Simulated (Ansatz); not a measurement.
**Question.** Write an Ansatz input for a single-point calculation of Y with PBE (scalar-relativistic), a cutoff of 420 eV (density cutoff 4 times that), a Γ-centred 6×6×6 mesh and Gaussian smearing of 0.05 eV, without spin polarisation. Forces, stress and eigenvalues are wanted. The structure:
```
CELL_PARAMETERS angstrom
0.0000000000 2.5478579987 2.5478579987
2.5478579987 0.0000000000 2.5478579987
2.5478579987 2.5478579987 0.0000000000
ATOMIC_POSITIONS crystal
Y 0.0000000000 0.0000000000 0.0000000000
```

**Answer.** 
```yaml
crystal:
  lattice:
    - [0.0, 2.5478579987, 2.5478579987]
    - [2.5478579987, 0.0, 2.5478579987]
    - [2.5478579987, 2.5478579987, 0.0]
  atoms:
    - { symbol: "Y", position: [0.0, 0.0, 0.0] }
basis:
  ecutwfc: 420
  ecutrho_ratio: 4
kpoints:
  mp_grid: { grid: [6, 6, 6] }
hamiltonian:
  xc: pbe
scf:
  occupations: { method: gaussian, width: 0.05 }
output:
  forces: true
  stress: true
  eigenvalues: true
```

Run as written, it has 11 valence electrons, 645 plane waves at Γ, 48 symmetry operations and 16 irreducible k-points; it took 6 SCF iterations in all. 

At room temperature and ambient pressure Y is hcp.
